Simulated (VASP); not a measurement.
InSe, 4 atoms in the cell. Symmetry: R3m, No. 160, trigonal system. Conventional cell: a = 4.000 Å, b = 4.000 Å, c = 25.320 Å, α = 90.00°, β = 90.00°, γ = 120.00°. Around In (site symmetry 3m) lie 3 Se at 2.64 Å and 1 In at 2.82 Å. In (site symmetry 3m) has 3 Se at 2.63 Å and 1 In at 2.82 Å as nearest neighbours. Around Se (site symmetry 3m) lie 3 In at 2.64 Å. Se (site symmetry 3m) has 3 In at 2.63 Å as nearest neighbours. 

```yaml
Program: VASP 6.6.1
Task: relaxation of cell and atoms
Functional: PBEsol
Potentials_or_basis: VASP PAW PBE potentials, release 64 (In_d, Se)
Cutoff: 600 eV
k_mesh: 8 × 8 × 8
Occupations: gaussian, width 0.03 eV
Spin: no spin polarisation
Further_INCAR_settings: ALGO = Normal; EDIFF = 1e-06; IBRION = 2; EDIFFG = -0.01; NSW = 90; ISIF = 3
```

Potentials or basis: VASP PAW PBE potentials, release 64 (In_d, Se).

Launch:

```console
$ cat potpaw_PBE.64/In_d/POTCAR potpaw_PBE.64/Se/POTCAR > POTCAR
$ mpirun -np 1 vasp_std > vasp.out
```

Hardware: 1 thread of Intel(R) Xeon(R) Platinum 8488C (Sapphire Rapids), with other jobs on the host.

Problem. Estimate the wall time of this run.

Solution. Wall time 39 min on 1 thread of Intel(R) Xeon(R) Platinum 8488C (Sapphire Rapids), with other jobs on the host, peak memory 0.87 GiB. Counts: scf iterations 40, k points 65, ion steps 5.
